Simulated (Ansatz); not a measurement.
PbF2 (Fluorocronite) under changes of volume

One of the cells (17.354 Å³/atom); the others are scaled copies at fixed shape and fractional positions:

```
Pb F
1.0
     0.00000    2.96366    2.96366
     2.96366    0.00000    2.96366
     2.96366    2.96366    0.00000
Pb F
1 2
Direct
  0.00000 0.00000 0.00000
  0.75000 0.75000 0.75000
  0.25000 0.25000 0.25000
```

| Property | Result |
| --- | --- |
| Program | Ansatz 0.2.0 |
| Functional | PBE |
| Potentials or basis | Ansatz PAW |
| Cutoff | 420 eV (not typed: the program's choice for these potentials) |
| k mesh | 8 × 8 × 8 |
| Occupations | fermi-dirac, width 0.05 eV |
| Spin | no spin polarisation |

```tsv
volume (Å³/atom)	energy over the lowest point (meV/atom)	pressure (GPa)	gap on the mesh (eV)
16.313	40.08	8.3	4.40
16.660	24.32	6.2	4.41
17.007	?	?	?
17.354	5.35	2.7	4.42
17.701	1.13	1.2	4.42
18.048	0.00	-0.1	4.42
18.395	1.73	-1.3	4.42
```

**Question.** What does the run at 17.007 Å³/atom give?

**Answer.** Energy over the lowest point 12.91 meV/atom; pressure 4.4 GPa; gap on the mesh 4.41 eV.

Worked out: A Birch-Murnaghan fit of order 3 (a polynomial in V^(-2/3)) to the other rows has its minimum at 18.01 Å³/atom with B0 = V·E''(V) = 67 GPa and B' = 4.6. It gives 12.92 meV/atom at 17.007 Å³/atom, against the run's 12.91, and -dE/dV = 4.4 GPa, against 4.4. A straight line through the other rows of the gap, of slope 0.159 eV per unit of ln V, gives 4.41 eV, against the run's 4.41.

Energies are extrapolated to zero smearing.

Caveats: spin-orbit coupling is left out, which as a rule narrows the gap of such compounds by several tenths of an eV.

A mesh can miss the band edges.
